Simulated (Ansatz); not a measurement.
A run of Ansatz 0.2.0:

input.yaml

```yaml
crystal:
  lattice:
    - [0.0, 2.72525, 2.72525]
    - [2.72525, 0.0, 2.72525]
    - [2.72525, 2.72525, 0.0]
  atoms:
    - { symbol: Ga, position: [0.0, 0.0, 0.0] }
    - { symbol: P, position: [0.75, 0.75, 0.75] }
hamiltonian:
  xc: r2scan50
  pseudopotentials: { kind: paw }
kpoints:
  mp_grid: { grid: [4, 4, 4] }
  band_path:
    path:
      - [[0.0, 0.0, 0.0], [0.5, 0.0, 0.5], [0.5, 0.25, 0.75], [0.375, 0.375, 0.75], [0.0, 0.0, 0.0], [0.5, 0.5, 0.5], [0.625, 0.25, 0.625], [0.5, 0.25, 0.75], [0.5, 0.5, 0.5], [0.375, 0.375, 0.75]]
      - [[0.625, 0.25, 0.625], [0.5, 0.0, 0.5]]
    npoints: 4
scf:
  occupations: { method: fermi_dirac, width: 0.05 }
  n_extra_bands: 6
output:
  forces: true
  stress: true
  eigenvalues: true
  fatbands: false
```

Potentials or basis: Ansatz PAW.

The run is started by

```sh
$ ansatz run input.yaml --threads 2 --pin off --max-ram 5632MiB --backend cpu --events-out ev --progress --plain --runs-dir out
```

Hardware: 2 threads of Intel(R) Xeon(R) Processor @ 2.50GHz (Skylake/Cascade Lake), on a shared host.

Task: How long does it take, and how much memory?

Result: Run time: 3.3 min on 2 threads of Intel(R) Xeon(R) Processor @ 2.50GHz (Skylake/Cascade Lake), with other jobs on the host, peak memory 0.75 GiB. Counts: scf iterations 17, plane waves 965, k points 8, bands 15.
